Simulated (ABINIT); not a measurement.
Runs of ABINIT 10.8.3 (patched build) on BP. It takes space group F-43m (No. 216, cubic). Conventional cell: a = 4.538 Å, b = 4.538 Å, c = 4.538 Å, α = 90.00°, β = 90.00°, γ = 90.00°. P (site symmetry -43m) has 4 B at 1.97 Å as nearest neighbours. B (site symmetry -43m) has 4 P at 1.97 Å as nearest neighbours. 

```csv
level,gap on the mesh (eV),pressure (GPa)
PBEsol,1.13,-1.7
BLYP,(c),6.1
AM05,(a),-2.0
revPBE,1.25,(b)
LDA,1.20,-4.5
```

Alike in all rows: task single point; potentials or basis JTH PAW PBE v2.0; no spin polarisation; cell as given; k mesh 10 × 10 × 10; cutoff (eV) 653; smearing fermi-dirac 0.05 eV.

Task: Fill in the values left out.

Result: (a) 1.15; (b) 3.1; (c) 1.53.

Caveats: the PAW data sets were made with another functional, which shifts forces and pressure a little.

A k mesh can miss the band edges.

Runs at the PBE level aren't shown here.
